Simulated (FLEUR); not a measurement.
# InPd (Pm-3m) in FLEUR: further runs, part 3 of 3

FLEUR MaX-R8.1 (later development tree). Earlier steps stand in the parts before.

### 6 Band structure, LDA

This run uses another cell than the first one, of 17.51 Å³/atom, 1.053 times its volume.

Changes to inp.xml since step 5:

```diff
@@ -6,6 +6,6 @@
    <calculationSetup>
-      <cutoffs Kmax="4.54" Gmax="14.1" GmaxXC="14.1" numbands="0"/>
+      <cutoffs Kmax="4.17" Gmax="12.9" GmaxXC="12.9" numbands="0"/>
       <scfLoop itmax="60" minDistance="0.00001" maxIterBroyd="15" imix="Anderson" alpha="0.05" precondParam="0.0" spinf="2.0" sdNocoIR="T"/>
       <coreElectrons ctail="T" frcor="F" kcrel="0" coretail_lmax="0"/>
-      <xcFunctional name="PBEs" relativisticCorrections="F"/>
+      <xcFunctional name="vwn" relativisticCorrections="F"/>
       <magnetism jspins="1"/>
@@ -26,5 +26,5 @@
          <bravaisMatrix>
-            <row-1>    5.7397573237811566     0.0000000000000000     0.0000000000000000</row-1>
-            <row-2>    0.0000000000000000     5.7397573237811566     0.0000000000000000</row-2>
-            <row-3>    0.0000000000000000     0.0000000000000000     5.7397573237811566</row-3>
+            <row-1>    6.1829661454471232     0.0000000000000000     0.0000000000000000</row-1>
+            <row-2>    0.0000000000000000     6.1829661454471232     0.0000000000000000</row-2>
+            <row-3>    0.0000000000000000     0.0000000000000000     6.1829661454471232</row-3>
          </bravaisMatrix>
@@ -34,3 +34,3 @@
       <species name="Indium (In)" element="In" atomicNumber="49">
-         <mtSphere radius="2.16" gridPoints="721" logIncrement="0.018"/>
+         <mtSphere radius="2.35" gridPoints="777" logIncrement="0.017"/>
          <atomicCutoffs lmax="9" lnonsphr="9"/>
@@ -50,3 +50,3 @@
       <species name="Palladium (Pd)" element="Pd" atomicNumber="46">
-         <mtSphere radius="2.4" gridPoints="801" logIncrement="0.016"/>
+         <mtSphere radius="2.61" gridPoints="863" logIncrement="0.015"/>
          <atomicCutoffs lmax="10" lnonsphr="10"/>
```

crystal.txt reads:

```
InPd
&input cartesian=F /
3.2718847800  0.0000000000  0.0000000000
0.0000000000  3.2718847800  0.0000000000
0.0000000000  0.0000000000  3.2718847800
1.8897261246
1.0 1.0 1.0

2
49 0.0000000000  0.0000000000  0.0000000000
46 0.5000000000  0.5000000000  0.5000000000

&kpt div1=8 div2=8 div3=8 gamma=T /
```

Changes to inp.xml (bands) since step 5:

```diff
@@ -6,6 +6,6 @@
    <calculationSetup>
-      <cutoffs Kmax="4.54" Gmax="14.1" GmaxXC="14.1" numbands="0"/>
+      <cutoffs Kmax="4.17" Gmax="12.9" GmaxXC="12.9" numbands="0"/>
       <scfLoop itmax="60" minDistance="0.00001" maxIterBroyd="15" imix="Anderson" alpha="0.05" precondParam="0.0" spinf="2.0" sdNocoIR="T"/>
       <coreElectrons ctail="T" frcor="F" kcrel="0" coretail_lmax="0"/>
-      <xcFunctional name="PBEs" relativisticCorrections="F"/>
+      <xcFunctional name="vwn" relativisticCorrections="F"/>
       <magnetism jspins="1"/>
@@ -26,5 +26,5 @@
          <bravaisMatrix>
-            <row-1>    5.7397573237811566     0.0000000000000000     0.0000000000000000</row-1>
-            <row-2>    0.0000000000000000     5.7397573237811566     0.0000000000000000</row-2>
-            <row-3>    0.0000000000000000     0.0000000000000000     5.7397573237811566</row-3>
+            <row-1>    6.1829661454471232     0.0000000000000000     0.0000000000000000</row-1>
+            <row-2>    0.0000000000000000     6.1829661454471232     0.0000000000000000</row-2>
+            <row-3>    0.0000000000000000     0.0000000000000000     6.1829661454471232</row-3>
          </bravaisMatrix>
@@ -34,3 +34,3 @@
       <species name="Indium (In)" element="In" atomicNumber="49">
-         <mtSphere radius="2.16" gridPoints="721" logIncrement="0.018"/>
+         <mtSphere radius="2.35" gridPoints="777" logIncrement="0.017"/>
          <atomicCutoffs lmax="9" lnonsphr="9"/>
@@ -50,3 +50,3 @@
       <species name="Palladium (Pd)" element="Pd" atomicNumber="46">
-         <mtSphere radius="2.4" gridPoints="801" logIncrement="0.016"/>
+         <mtSphere radius="2.61" gridPoints="863" logIncrement="0.015"/>
          <atomicCutoffs lmax="10" lnonsphr="10"/>
```

Potentials or basis: all-electron, FLAPW.

Command:

```sh
$ inpgen -f crystal.txt -profile fastHighL
$ # inp.xml edited to the form shown
$ fleur_MPI
$ fleur_MPI   # second run, on inp.xml (bands)
```

Run time: 19 s. Hardware: 1 thread of AMD EPYC 9R45 (Zen 5), shared host; peak memory 0.06 GiB.

It converged, with:

```yaml
Free_energy: -297162.2286 eV
Band_gap_along_the_path: none (metal or under the smearing width)
Valence_electrons_inside_the_program's_atomic_spheres: In 18.82; Pd 17.21 (radii In 2.35, Pd 2.61 bohr)
```

Levels at the corners of the path, in eV from the Fermi level:
```tsv
point	band 15	band 16	band 17	band 18	band 19	band 20	band 21	band 22	band 23	band 24
Γ	-3.70	-3.70	-2.17	-2.17	-2.17	4.23	4.23	4.23	9.32	10.81
X	-5.93	-3.69	-3.17	-3.17	-2.25	-1.02	9.55	9.55	10.10	10.79
M	-3.39	-2.57	-2.57	-2.24	-2.24	-1.58	1.48	2.51	9.39	11.40
Γ	-3.70	-3.70	-2.17	-2.17	-2.17	4.23	4.23	4.23	9.32	10.81
R	-4.78	-4.78	-1.54	-1.54	-0.20	3.91	3.91	3.91	4.50	4.50
X	-5.93	-3.69	-3.17	-3.17	-2.25	-1.02	9.55	9.55	10.10	10.79
M	-3.39	-2.57	-2.57	-2.24	-2.24	-1.58	1.48	2.51	9.39	11.40
R	-4.78	-4.78	-1.54	-1.54	-0.20	3.91	3.91	3.91	4.50	4.50
```

Core levels (eV from the Fermi level):
| atom | levels |
| --- | --- |
| 1 In | 1s1/2 -27699.7, 2s1/2 -4143.6, 2p1/2 -3866.1, 2p3/2 -3655.5, 3s1/2 -782.3, 3p1/2 -670.1, 3p3/2 -632.1, 3d3/2 -433.0, 3d5/2 -425.2 |
| 2 Pd | 1s1/2 -24121.3, 2s1/2 -3521.2, 2p1/2 -3268.1, 2p3/2 -3108.9, 3s1/2 -633.6, 3p1/2 -533.6, 3p3/2 -505.9, 3d3/2 -328.1, 3d5/2 -322.6 |

Caveat: spin-orbit coupling is left out, which moves the levels of the heavy elements.
